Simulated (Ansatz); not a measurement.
# Cu: the change of pressure with volume per atom

Results calculated with Ansatz 0.2.0 development build, not measured. Equation of state of a cubic crystal from periodic Kohn-Sham density functional theory without spin; pressure corrected for the finite basis.

Cell of the first row (space group Pm-3m, No. 221):
```
cell vectors (Å)
   2.3579     0.0000     0.0000
   0.0000     2.3579     0.0000
   0.0000     0.0000     2.3579
atoms (fractions of the cell vectors)
Cu  0.00000  0.00000  0.00000
```

Settings of every row: formula Cu; structure type simple cubic; functional PBE; spin treatment none; k mesh 23x23x23; occupation method fermi-dirac; occupation width 0.061225619 eV; wave cutoff 700 eV; datasets hard PAW; density cutoff ratio 4.

Limits: a cubic model structure, not a phase known at ambient conditions; modest k-mesh, values are not fully converged in k; the SCF threshold is loose for a stress in some rows.

| row | volume per atom (Å³) | pressure (GPa) | energy above lowest point (meV/atom) |
| --- | --- | --- | --- |
| 1 | 13.109 | 7.347 | 17.89 |
| 2 | 13.388 | 4.579 | 7.55 |
| 3 | 13.667 | 2.123 | 1.76 |
| 4 | 13.946 | ? | ? |
| 5 | 14.225 | -1.988 | 1.81 |
| 6 | 14.503 | -3.702 | 6.8 |
| 7 | 14.782 | -5.219 | 14.59 |

Question: what pressure should row 4 give?

Worked fit of pressure. Take u = (V_r/V)^(2/3) − 1 with V_r = 13.946 Å³ an atom, which is twice the finite (Eulerian) strain; such expansions in the strain, on which the Birch-Murnaghan equation of state is built, carry the rest volume and the bulk modulus. The shown rows have u = 0.04213, 0.0276, 0.01356, -0.01312, -0.02577, -0.03807. Least squares give pressure = −0.0561 + 153.856 × u + 497.59 × u² + 503 × u³ GPa; a parabola predicts inner rows, each left out in turn, worse (root mean square 0.012 against 0.0039 GPa). The rows lie off it by 0.000, -0.001, 0.000, 0.002, -0.003, 0.001. The pressure vanishes at u = 0.0004, or V = 13.94 Å³ an atom, and there the bulk modulus at fixed shape and fractions is B = −V dP/dV = (2/3)(1 + u) dP/du = 103 GPa. The withheld row has u = 0, so the fit gives −0.0561 + 153.856 × (0) + 497.59 × (0)² + 503 × (0)³ = -0.056 GPa.

The calculation gave -0.056 GPa. The fit meets it to the printed digit.

The other values of row 4: energy above lowest point 0 meV/atom.
